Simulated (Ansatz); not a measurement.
## Relaxing InP

The calculation used Ansatz 0.2.0, DFT PBE, scalar-relativistic, plane waves, PAW. Settings: 420 eV cutoff, 8×8×6 k-mesh, Gaussian smearing of 0.02 eV, no spin polarisation.

What was changed: biaxial strain in the a-b plane, c and atoms relaxed: -6.0 %.

Command:

```bash
ansatz run input.yaml --threads 1 --pin off --max-ram 2560MiB --backend cpu --events-out ev --progress --plain --runs-dir out
```

Input:

```yaml
crystal:
  lattice:
    - [2.801100372, 2.801100372, 0.0]
    - [-2.801100372, 2.801100372, 0.0]
    - [0.0, 0.0, 6.1743403944]
  atoms:
    - { symbol: In, position: [0.0, 0.0, 0.0] }
    - { symbol: In, position: [0.5, 0.5, 0.5] }
    - { symbol: P, position: [0.5, 0.0, 0.75] }
    - { symbol: P, position: [0.0, 0.5, 0.25] }
basis:
  ecutwfc: 420
kpoints:
  mp_grid: { grid: [8, 8, 6] }
hamiltonian:
  xc: pbe
scf:
  occupations: { method: gaussian, width: 0.02 }
output:
  forces: true
  stress: true
  eigenvalues: true
relax:
  adjacent_minimum: "off"
  f_tol: 0.008
  max_steps: 40
  cell: { stress_tol: 0.015, fix: [a, b, gamma] }
```

F is the free energy. Steps run on the plane waves of an earlier cell, but the last one, and at times one on the way, on a freshly chosen basis, so a repeated geometry can differ a little in energy. The held parts of the cell keep their stress, so P needn't end at zero.

Steps:

```
step F − F(1) (eV) largest force component (eV/Å) V (Å³/atom) P (GPa)
   1         0.0000                           0.000       24.222     6.17
   2        -0.0210                           0.000       24.887     3.80
   3        -0.0215                           0.000       24.807     4.07
   4        -0.0221                           0.000       24.807     4.07
```

Relaxed structure:

```yaml
crystal:
  lattice:
    - [2.80110, 2.80110, 0.00000]
    - [-2.80110, 2.80110, 0.00000]
    - [0.00000, 0.00000, 6.32330]
  atoms:
    - { symbol: In, position: [0.00000, 0.00000, 0.00000] }
    - { symbol: In, position: [0.50000, 0.50000, 0.50000] }
    - { symbol: P, position: [0.50000, 0.00000, 0.75000] }
    - { symbol: P, position: [0.00000, 0.50000, 0.25000] }
```

The structure is tetragonal, space group I-4m2 (No. 119). Conventional cell: a = 3.961 Å, b = 3.961 Å, c = 6.323 Å, α = 90.00°, β = 90.00°, γ = 90.00°. In (site symmetry -4m2) has 4 P at 2.53 Å as nearest neighbours. Around P (site symmetry -4m2) lie 4 In at 2.53 Å.

The run converged. The run took 62 s on 1 thread of Arm Neoverse V2, on a shared host, peak memory 0.39 GiB.